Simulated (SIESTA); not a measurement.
# Te2Mo: equation of state with LDA

The system is Te2Mo.

```
CELL_PARAMETERS angstrom
6.33000 0.00000 0.00000
0.00000 3.46900 0.00000
-0.94679 0.00000 13.82762
ATOMIC_POSITIONS crystal
Te 0.94370 0.75000 0.60450
Te 0.05630 0.25000 0.39550
Te 0.90300 0.25000 0.85140
Te 0.09700 0.75000 0.14860
Te 0.41120 0.75000 0.89550
Te 0.58880 0.25000 0.10450
Te 0.44320 0.25000 0.64840
Te 0.55680 0.75000 0.35160
Mo 0.81670 0.75000 0.99260
Mo 0.18330 0.25000 0.00740
Mo 0.68190 0.25000 0.49340
Mo 0.31810 0.75000 0.50660
```

```yaml
Program: SIESTA 5.4.2
Task: equation of state
Functional: LDA
Potentials_or_basis: PseudoDojo 0.4 standard (LDA files)
Basis: DZP (energy shift 0.003 Ry; two zetas on semicore shells)
Grid_cutoff: 800 Ry
Energy_shift: 0.003 Ry
k_mesh: 4 × 8 × 2
Occupations: fermi-dirac, width 0.05 eV
Spin: no spin polarisation
```

```
Equilibrium volume                        : 25.12 Å³/atom
Bulk modulus at fixed shape and positions : 110 GPa
Pressure derivative of the bulk modulus   : 4.6
```

Energy against volume, from the lowest point:
```tsv
volume (Å³/atom)	energy (meV/atom)
23.785	26.56
24.291	9.58
24.797	1.05
25.303	0.00
25.809	5.67
26.315	17.36
26.821	34.36
```

All runs of the series together: 41 min on 1 thread of Arm Neoverse V1 (shared host).

Caveat: the cell was scaled at fixed shape and fractional positions, which overstates the stiffness of a crystal with free parameters, most of all of layers and chains; the basis of atomic orbitals isn't converged, which shifts pressures, moduli and gaps. Spin-orbit coupling is left out, which matters for the levels of Te.
